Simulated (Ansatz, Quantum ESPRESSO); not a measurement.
# Ballistic transmission: C2 in line between two Pt chains, part 2 of 4

Wanted: the transmission near the Fermi level and the conductance of this junction: C2 in line between two Pt chains.

Quantum ESPRESSO 7.5; plane-wave DFT, PBE, GBRV ultrasoft pseudopotentials; cross-check by Ansatz 0.2.0 with PAW datasets.

So far. Step 2 (Ground state): The run needed 23 iterations to bring the estimated error under 1e-07 Ry; the largest force on any atom, held or free, is 4.01 eV/Å.

### Step 3. Transmission with pwcond.x

Level of this step: transmission by pwcond, lead and junction from one cell; plane-wave DFT, PBE, GBRV ultrasoft pseudopotentials (Quantum ESPRESSO).

prefixt takes both regions from one run: the lead from 0 to bdl, the scattering region from bdl to bds (units of alat). ikind = 1 puts the same lead on both sides. The program's T_tot counts both spins in a run without spin; the tables below give T per spin.

File cond.in:

```
&inputcond
  outdir = './out'
  prefixt = 'scf'
  tran_file = 'cond.dat'
  bdl = 0.6400000000
  bds = 4.8095200000
  ikind = 1
  ewind = 4.0
  epsproj = 1e-05
  nz1 = 7
  energy0 = 2.0
  denergy = -0.1
/
1
  0.00000000 0.00000000 1.00000000
41
```

The run is started by

```bash
$ OMP_NUM_THREADS=1 mpirun -n 4 pwcond.x -in cond.in > cond.out
```

Log:

```text
[banner, memory and clock lines left out]
Program PWCOND v.7.5 starts

          URL

     ./out/scf.save/

     IMPORTANT: XC functional enforced from input :
     Exchange-correlation= PBE
                           (   1   4   3   4   0   0   0)
     Any further DFT definition will be discarded
     Please, verify this is what you really want

     negative rho (up, down):  2.512E+00 0.000E+00
     Reading collected, re-writing distributed wavefunctions

===== INPUT FILE containing all the regions =====

     GEOMETRY:

     lattice parameter (alat)  =      14.1729  a.u.
     the volume                =   13692.4803 (a.u.)^3
     the cross section         =     200.8724 (a.u.)^2
     l of the unit cell        =       4.8095 (alat)
     number of atoms/cell      =           16
     number of atomic types    =            2

     crystal axes: (cart. coord. in units of alat)
               a(1) = (  1.0000  0.0000  0.0000 )
               a(2) = (  0.0000  1.0000  0.0000 )
               a(3) = (  0.0000  0.0000  4.8095 )

   Cartesian axes

     site n.     atom                  positions (alat units)
          1        Pt     tau(  1)=(  0.5000  0.5000  4.8095  )
          2        Pt     tau(  2)=(  0.5000  0.5000  0.3200  )
          3        Pt     tau(  3)=(  0.5000  0.5000  0.6400  )
          4        Pt     tau(  4)=(  0.5000  0.5000  0.9600  )
          5        Pt     tau(  5)=(  0.5000  0.5000  1.2800  )
          6        Pt     tau(  6)=(  0.5000  0.5000  1.6000  )
          7        Pt     tau(  7)=(  0.5000  0.5000  1.9200  )
          8        C      tau(  8)=(  0.5000  0.5000  2.1621  )
          9        C      tau(  9)=(  0.5000  0.5000  2.3274  )
         10        Pt     tau( 10)=(  0.5000  0.5000  2.5695  )
         11        Pt     tau( 11)=(  0.5000  0.5000  2.8895  )
         12        Pt     tau( 12)=(  0.5000  0.5000  3.2095  )
         13        Pt     tau( 13)=(  0.5000  0.5000  3.5295  )
         14        Pt     tau( 14)=(  0.5000  0.5000  3.8495  )
         15        Pt     tau( 15)=(  0.5000  0.5000  4.1695  )
         16        Pt     tau( 16)=(  0.5000  0.5000  4.4895  )

     nr1s                      =           54
     nr2s                      =           54
     nr3s                      =          256
     nr1sx                     =           54
     nr2sx                     =           54
     nr3sx                     =          256
     nr1                       =           60
     nr2                       =           60
     nr3                       =          288
     nr1x                      =           60
     nr2x                      =           60
     nr3x                      =          288

 _______________________________
  Radii of nonlocal spheres:

     type       ibeta     ang. mom.          radius (alat units)
       Pt         1         0                    0.1753
       Pt         2         0                    0.1753
       Pt         3         1                    0.1753
       Pt         4         1                    0.1753
       Pt         5         2                    0.1753
       Pt         6         2                    0.1753
       C          1         0                    0.0930
       C          2         0                    0.0930
       C          3         1                    0.0930
       C          4         1                    0.0930
----- General information -----

--- T calc. with identical leads (ikind=1) ---

     nrx                       =           54
     nry                       =           54
     nz1                       =            7

     energy0               =         2.0E+00
     denergy               =        -1.0E-01
     nenergy               =         41
     ecut2d                =         3.4E+01
     ewind                 =         4.0E+00
     epsproj               =         1.0E-05

     number of k_|| points=    1
                       cryst. coord.
        k(    1) = (   0.0000000   0.0000000), wk =   1.0000000
----- Information about left/right lead -----

     nocros                   =           18
     noins                    =           18
     norb                     =           54
     norbf                    =          250
     nrz                      =           34

      iorb      type   ibeta   ang. mom.   m       position (alat)
        1        1       1        0        1   taunew(   1)=(  0.5000  0.5000  0.0000)
        2        1       2        0        1   taunew(   2)=(  0.5000  0.5000  0.0000)
        3        1       3        1        1   taunew(   3)=(  0.5000  0.5000  0.0000)
        4        1       3        1        2   taunew(   4)=(  0.5000  0.5000  0.0000)
        5        1       3        1        3   taunew(   5)=(  0.5000  0.5000  0.0000)
        6        1       4        1        1   taunew(   6)=(  0.5000  0.5000  0.0000)
        7        1       4        1        2   taunew(   7)=(  0.5000  0.5000  0.0000)
        8        1       4        1        3   taunew(   8)=(  0.5000  0.5000  0.0000)
        9        1       5        2        1   taunew(   9)=(  0.5000  0.5000  0.0000)
       10        1       5        2        2   taunew(  10)=(  0.5000  0.5000  0.0000)
       11        1       5        2        3   taunew(  11)=(  0.5000  0.5000  0.0000)
       12        1       5        2        4   taunew(  12)=(  0.5000  0.5000  0.0000)
       13        1       5        2        5   taunew(  13)=(  0.5000  0.5000  0.0000)
       14        1       6        2        1   taunew(  14)=(  0.5000  0.5000  0.0000)
       15        1       6        2        2   taunew(  15)=(  0.5000  0.5000  0.0000)
       16        1       6        2        3   taunew(  16)=(  0.5000  0.5000  0.0000)
       17        1       6        2        4   taunew(  17)=(  0.5000  0.5000  0.0000)
       18        1       6        2        5   taunew(  18)=(  0.5000  0.5000  0.0000)
       19        1       1        0        1   taunew(  19)=(  0.5000  0.5000  0.3200)
       20        1       2        0        1   taunew(  20)=(  0.5000  0.5000  0.3200)
       21        1       3        1        1   taunew(  21)=(  0.5000  0.5000  0.3200)
       22        1       3        1        2   taunew(  22)=(  0.5000  0.5000  0.3200)
       23        1       3        1        3   taunew(  23)=(  0.5000  0.5000  0.3200)
       24        1       4        1        1   taunew(  24)=(  0.5000  0.5000  0.3200)
       25        1       4        1        2   taunew(  25)=(  0.5000  0.5000  0.3200)
       26        1       4        1        3   taunew(  26)=(  0.5000  0.5000  0.3200)
       27        1       5        2        1   taunew(  27)=(  0.5000  0.5000  0.3200)
[...]
238        1       4        1        1   taunew( 238)=(  0.5000  0.5000  4.1695)
      239        1       4        1        2   taunew( 239)=(  0.5000  0.5000  4.1695)
      240        1       4        1        3   taunew( 240)=(  0.5000  0.5000  4.1695)
      241        1       5        2        1   taunew( 241)=(  0.5000  0.5000  4.1695)
      242        1       5        2        2   taunew( 242)=(  0.5000  0.5000  4.1695)
      243        1       5        2        3   taunew( 243)=(  0.5000  0.5000  4.1695)
      244        1       5        2        4   taunew( 244)=(  0.5000  0.5000  4.1695)
      245        1       5        2        5   taunew( 245)=(  0.5000  0.5000  4.1695)
      246        1       6        2        1   taunew( 246)=(  0.5000  0.5000  4.1695)
      247        1       6        2        2   taunew( 247)=(  0.5000  0.5000  4.1695)
      248        1       6        2        3   taunew( 248)=(  0.5000  0.5000  4.1695)
      249        1       6        2        4   taunew( 249)=(  0.5000  0.5000  4.1695)
      250        1       6        2        5   taunew( 250)=(  0.5000  0.5000  4.1695)
 ngper, shell number =          545          70
 ngper, n2d =          545         148
---  E-Ef =    2.0000000  k =    0.0000000   0.0000000
---  ie =          1  ik =          1
 Nchannels of the left tip =            1
 Right moving states:
   k1(2pi/a)   k2(2pi/a)   E-Ef (eV)
  -0.2469901  -0.0000084   2.0000000
 Left moving states:
   k1(2pi/a)   k2(2pi/a)   E-Ef (eV)
   0.2469901  -0.0000084   2.0000000

 to transmit
 Band j to band i transmissions and reflections:
    j         i     |T_ij|^2    |R_ij|^2

    1 -->     1     0.05067     0.94933
   Total T_j, R_j =    0.05067  0.94933

E-Ef(ev), T(x2 spins) =    2.0000000   0.1013383
---  E-Ef =    1.9000000  k =    0.0000000   0.0000000
---  ie =          2  ik =          1
 Nchannels of the left tip =            1
 Right moving states:
   k1(2pi/a)   k2(2pi/a)   E-Ef (eV)
  -0.2534799  -0.0000081   1.9000000
 Left moving states:
   k1(2pi/a)   k2(2pi/a)   E-Ef (eV)
   0.2534799  -0.0000081   1.9000000

 to transmit
 Band j to band i transmissions and reflections:
    j         i     |T_ij|^2    |R_ij|^2

    1 -->     1     0.05207     0.94793
   Total T_j, R_j =    0.05207  0.94793

E-Ef(ev), T(x2 spins) =    1.9000000   0.1041460
---  E-Ef =    1.8000000  k =    0.0000000   0.0000000
---  ie =          3  ik =          1
 Nchannels of the left tip =            1
 Right moving states:
   k1(2pi/a)   k2(2pi/a)   E-Ef (eV)
  -0.2600267  -0.0000078   1.8000000
 Left moving states:
   k1(2pi/a)   k2(2pi/a)   E-Ef (eV)
   0.2600267  -0.0000078   1.8000000

 to transmit
 Band j to band i transmissions and reflections:
    j         i     |T_ij|^2    |R_ij|^2

    1 -->     1     0.05359     0.94641
   Total T_j, R_j =    0.05359  0.94641

E-Ef(ev), T(x2 spins) =    1.8000000   0.1071745
[... further energies and points left out ...]
---  E-Ef =   -1.8000000  k =    0.0000000   0.0000000
---  ie =         39  ik =          1
 Nchannels of the left tip =            3
 Right moving states:
   k1(2pi/a)   k2(2pi/a)   E-Ef (eV)
  -0.4274836  -0.0000263  -1.8000000
  -0.4571409  -0.0000042  -1.8000000
  -0.4571409  -0.0000042  -1.8000000
 Left moving states:
   k1(2pi/a)   k2(2pi/a)   E-Ef (eV)
   0.4274836  -0.0000263  -1.8000000
   0.4571409  -0.0000042  -1.8000000
   0.4571409  -0.0000042  -1.8000000

 to transmit
 Band j to band i transmissions and reflections:
    j         i     |T_ij|^2    |R_ij|^2

    1 -->     1     0.10872     0.89128
    1 -->     2     0.00000     0.00000
    1 -->     3     0.00000     0.00000
   Total T_j, R_j =    0.10872  0.89128

    2 -->     1     0.00000     0.00000
    2 -->     2     0.87540     0.00098
    2 -->     3     0.00000     0.12362
   Total T_j, R_j =    0.87540  0.12460

    3 -->     1     0.00000     0.00000
    3 -->     2     0.00000     0.12362
    3 -->     3     0.87540     0.00098
   Total T_j, R_j =    0.87540  0.12460

E-Ef(ev), T(x2 spins) =   -1.8000000   3.7190523
---  E-Ef =   -1.9000000  k =    0.0000000   0.0000000
---  ie =         40  ik =          1
 Nchannels of the left tip =            3
 Right moving states:
   k1(2pi/a)   k2(2pi/a)   E-Ef (eV)
  -0.4353776  -0.0000260  -1.9000000
  -0.4722413  -0.0000042  -1.9000000
  -0.4722413  -0.0000042  -1.9000000
 Left moving states:
   k1(2pi/a)   k2(2pi/a)   E-Ef (eV)
   0.4353776  -0.0000260  -1.9000000
   0.4722413  -0.0000042  -1.9000000
   0.4722413  -0.0000042  -1.9000000

 to transmit
 Band j to band i transmissions and reflections:
    j         i     |T_ij|^2    |R_ij|^2

    1 -->     1     0.10339     0.89661
    1 -->     2     0.00000     0.00000
    1 -->     3     0.00000     0.00000
   Total T_j, R_j =    0.10339  0.89661

    2 -->     1     0.00000     0.00000
    2 -->     2     0.87448     0.00096
    2 -->     3     0.00000     0.12456
   Total T_j, R_j =    0.87448  0.12552

    3 -->     1     0.00000     0.00000
    3 -->     2     0.00000     0.12456
    3 -->     3     0.87448     0.00096
   Total T_j, R_j =    0.87448  0.12552

E-Ef(ev), T(x2 spins) =   -1.9000000   3.7046907
---  E-Ef =   -2.0000000  k =    0.0000000   0.0000000
---  ie =         41  ik =          1
 Nchannels of the left tip =            3
 Right moving states:
   k1(2pi/a)   k2(2pi/a)   E-Ef (eV)
  -0.4431778  -0.0000258  -2.0000000
  -0.4876710  -0.0000041  -2.0000000
  -0.4876710  -0.0000041  -2.0000000
 Left moving states:
   k1(2pi/a)   k2(2pi/a)   E-Ef (eV)
   0.4431778  -0.0000258  -2.0000000
   0.4876710  -0.0000041  -2.0000000
   0.4876710  -0.0000041  -2.0000000

 to transmit
 Band j to band i transmissions and reflections:
    j         i     |T_ij|^2    |R_ij|^2

    1 -->     1     0.09915     0.90085
    1 -->     2     0.00000     0.00000
    1 -->     3     0.00000     0.00000
   Total T_j, R_j =    0.09915  0.90085

    2 -->     1     0.00000     0.00000
    2 -->     2     0.88554     0.00074
    2 -->     3     0.00000     0.11372
   Total T_j, R_j =    0.88554  0.11446

    3 -->     1     0.00000     0.00000
    3 -->     2     0.00000     0.11372
    3 -->     3     0.88554     0.00074
   Total T_j, R_j =    0.88554  0.11446

E-Ef(ev), T(x2 spins) =   -2.0000000   3.7404664
   T_tot     2.00000      0.10134E+00
   T_tot     1.90000      0.10415E+00
   T_tot     1.80000      0.10717E+00
   T_tot     1.70000      0.11047E+00
   T_tot     1.60000      0.11408E+00
   T_tot     1.50000      0.11811E+00
   T_tot     1.40000      0.12267E+00
   T_tot     1.30000      0.12794E+00
   T_tot     1.20000      0.13418E+00
   T_tot     1.10000      0.14180E+00
   T_tot     1.00000      0.15140E+00
   T_tot     0.90000      0.16393E+00
   T_tot     0.80000      0.18094E+00
   T_tot     0.70000      0.41632E+01
   T_tot     0.60000      0.41842E+01
   T_tot     0.50000      0.42198E+01
   T_tot     0.40000      0.43343E+01
   T_tot     0.30000      0.46280E+01
   T_tot     0.20000      0.45559E+01
   T_tot     0.10000      0.46061E+01
   T_tot    -0.00000      0.46511E+01
   T_tot    -0.10000      0.46370E+01
   T_tot    -0.20000      0.45087E+01
   T_tot    -0.30000      0.43418E+01
   T_tot    -0.40000      0.42150E+01
   T_tot    -0.50000      0.38274E+01
   T_tot    -0.60000      0.40902E+01
   T_tot    -0.70000      0.41108E+01
   T_tot    -0.80000      0.41534E+01
   T_tot    -0.90000      0.41957E+01
   T_tot    -1.00000      0.41961E+01
   T_tot    -1.10000      0.41681E+01
   T_tot    -1.20000      0.41345E+01
   T_tot    -1.30000      0.41019E+01
   T_tot    -1.40000      0.40714E+01
   T_tot    -1.50000      0.39513E+01
   T_tot    -1.60000      0.38560E+01
   T_tot    -1.70000      0.37718E+01
   T_tot    -1.80000      0.37191E+01
   T_tot    -1.90000      0.37047E+01
   T_tot    -2.00000      0.37405E+01

Note: The following floating-point exceptions are signalling: IEEE_UNDERFLOW_FLAG
Note: The following floating-point exceptions are signalling: IEEE_UNDERFLOW_FLAG
Note: The following floating-point exceptions are signalling: IEEE_UNDERFLOW_FLAG
Note: The following floating-point exceptions are signalling: IEEE_UNDERFLOW_FLAG
```

Run time: 3.5 min. Hardware: 4 MPI ranks of Arm Neoverse V2, shared host; peak memory 0.51 GiB; 14 min of CPU time.

This step gave:

```
lead channels at the Fermi level, one spin : 4
transmission at the Fermi level, one spin  : 2.326
conductance                                : 2.326 G₀
```

Per spin. Table of open channels by energy, zero at the Fermi level:

energy (eV), open channels and a bar from the least value:
```
    -2.00       3.00 ############
    -1.80       3.00 ############
    -1.60       4.00 ##################
    -1.40       6.00 ##############################
    -1.20       6.00 ##############################
    -1.00       6.00 ##############################
    -0.90       6.00 ##############################
    -0.70       6.00 ##############################
    -0.50       5.00 ########################
    -0.30       4.00 ##################
    -0.10       4.00 ##################
     0.00       4.00 ##################
     0.10       4.00 ##################
     0.30       3.00 ############
     0.50       3.00 ############
     0.70       3.00 ############
     0.90       1.00 
     1.00       1.00 
     1.20       1.00 
     1.40       1.00 
     1.60       1.00 
     1.80       1.00 
     2.00       1.00
```

Per spin. The transmission by energy, zero at the Fermi level:

```
energy (eV)  transmission
      -2.00          1.87
      -1.90          1.85
      -1.70          1.89
      -1.60          1.93
      -1.40          2.04
      -1.30          2.05
      -1.20          2.07
      -1.00          2.10
      -0.90          2.10
      -0.80          2.08
      -0.60          2.05
      -0.50          1.91
      -0.30          2.17
      -0.20          2.25
      -0.10          2.32
       0.00          2.33
       0.10          2.30
       0.20          2.28
       0.30          2.31
       0.50          2.11
       0.60          2.09
       0.80        0.0905
       0.90        0.0820
       1.00        0.0757
       1.20        0.0671
       1.30        0.0640
       1.40        0.0613
       1.60        0.0570
       1.70        0.0552
       1.90        0.0521
       2.00        0.0507
```

The program's own clock; routines nest. Time by routine:

```
     routine  wall time (s)  calls
      PWCOND          210.8      1
scatter_forw          179.1     82
      compbs          15.97     41
    compbs_2          13.18     41
       local          10.21      1
        init            1.1      1
       poten           0.12      1
```

The run is unpolarised; a magnetic state was not tried, may lie lower and would change T.

At no point does T exceed the number of channels.

(Part 2 of 4 ends here.)

[Logs are printed without paths, hosts, clocks, repeated set-up lines and the standing remarks that a program may print on its own settings, such as how far it seeks lower states.]

[Hosts, paths, dates, database ids (printed as entryN), source tags and the programs' standing remarks are cut or masked in the printed files.]

[Maps of the electrostatic potential energy from Ansatz leave out the sawtooth potential of an applied field or a dipole correction, so their vacuum need not be flat; planar profiles and work functions include it.]
